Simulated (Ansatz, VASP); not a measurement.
One calculation of Pb, two programs

INCAR

```
SYSTEM = Pb
PREC = Accurate
ENCUT = 600
EDIFF = 1E-7
ISMEAR = -1
SIGMA = 0.1
LREAL = .FALSE.
LASPH = .TRUE.
NELM = 100
ALGO = Fast
ISIF = 3
LWAVE = .FALSE.
LCHARG = .FALSE.
GGA = RP
IBRION = 2
NSW = 80
EDIFFG = -0.01
```

KPOINTS

```
Automatic mesh
0
G
  10 10 3
  0 0 0
```

Contents of POSCAR:

```
Pb
1.0
    3.5005272341      0.0000000000      0.0000000000
   -1.7502636171      3.0315455114      0.0000000000
    0.0000000000      0.0000000000     11.4327219467
Pb
4
Direct
    0.0000000000      0.0000000000      0.0000000000
    0.0000000000      0.0000000000      0.5000000000
    0.3333333333      0.6666666667      0.2500000000
    0.6666666667      0.3333333333      0.7500000000
```

Input for Ansatz:

```yaml
crystal:
  lattice:
    - [3.5005272341, 0.0, 0.0]
    - [-1.7502636171, 3.0315455114, 0.0]
    - [0.0, 0.0, 11.4327219467]
  atoms:
    - { symbol: Pb, position: [0.0, 0.0, 0.0] }
    - { symbol: Pb, position: [0.0, 0.0, 0.5] }
    - { symbol: Pb, position: [0.3333333333, 0.6666666667, 0.25] }
    - { symbol: Pb, position: [0.6666666667, 0.3333333333, 0.75] }
hamiltonian:
  xc: rpbe
  pseudopotentials:
    kind: paw
    azcp:
      Pb: "pseudopotentials/Pb.paw.azcp"
basis:
  ecutwfc: 420
  fft_grid_basis: typed
kpoints:
  mp_grid: { grid: [10, 10, 3], shift: [0, 0, 0] }
magnetization:
  spin_polarized: false
scf:
  occupations: { method: fermi_dirac, width: 0.1 }
relax:
  max_steps: 60
  f_tol: 0.01
  cell: {}
```

The cell was built by a generator and needn't be a form met in nature.

Alike in both runs: task relaxation of cell and atoms; functional RPBE; k mesh 10 × 10 × 3; occupations fermi-dirac, width 0.1 eV; no spin polarisation.

|  | VASP | Ansatz |
| --- | --- | --- |
| version | VASP 6.6.1 | Ansatz 0.2.0 |
| potentials or method | VASP PAW PBE potentials, release 64 (Pb_d) | plane waves (420 eV) with PAW, scalar-relativistic |
| plane-wave cutoff (eV) | 600 | 420 |
| valence electrons in the cell | 56 | 56 |

VASP gave:

| Quantity | Value |
| --- | --- |
| relaxed volume (Å³/atom) | 33.24 |
| relaxed cell length with the largest relative difference (Å) | 3.624 |
| energy change over the relaxation (meV/atom) | -32 |

Problem. What did Ansatz give for the same quantities?

Solution. Relaxed volume (Å³/atom): 33.21; relaxed cell length with the largest relative difference (Å): 3.621; energy change over the relaxation (meV/atom): -32.

Caveats: the PAW data sets were made with another functional, which shifts forces and pressure a little (VASP). The runs have no spin-orbit coupling, so splittings on Pb are missing.
